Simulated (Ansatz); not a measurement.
## Two states of MnAs

```
Mn As
1.0
     6.10449    0.00000    0.00000
     0.00000    5.50784    0.00000
     0.00000    0.00000    3.41551
Mn As
4 4
Direct
  0.19000 0.01000 0.25000
  0.81000 0.99000 0.75000
  0.69000 0.49000 0.75000
  0.31000 0.51000 0.25000
  0.58000 0.20000 0.25000
  0.42000 0.80000 0.75000
  0.08000 0.30000 0.75000
  0.92000 0.70000 0.25000
```

Method: PBE; PAW, plane waves to 420 eV, 3×4×6 Γ-centred mesh, fermi-dirac occupations (width 0.1 eV) (Ansatz 0.2.0), atoms fixed.

State A: Mn1 up, Mn2 up, Mn3 up, Mn4 up (collinear spin). State B: Mn1 up, Mn2 up, Mn3 up, Mn4 down (collinear spin).

Question: Which state is lower, and how do they differ?

Answer: State A is lower by 19.1 meV an atom at zero smearing; in free energy at this smearing B lies +18.3 meV an atom from A.

| state | free energy (meV/atom) | largest moment in a small sphere (μB) | net moment (μB/cell) | gap on mesh (eV) | pressure (GPa) | largest force (eV/Å) |
| --- | --- | --- | --- | --- | --- | --- |
| A | 0.0 | 1.88 | 7.21 | metal | -0.5 | 0.43 |
| B | 18.3 | 2.35 | 5.06 | metal | 0.2 | 0.57 |

Origin: a known structure type with other elements, at an estimated volume, so it need not be a known compound. Caveats: the k mesh is coarse if the cell is a metal.
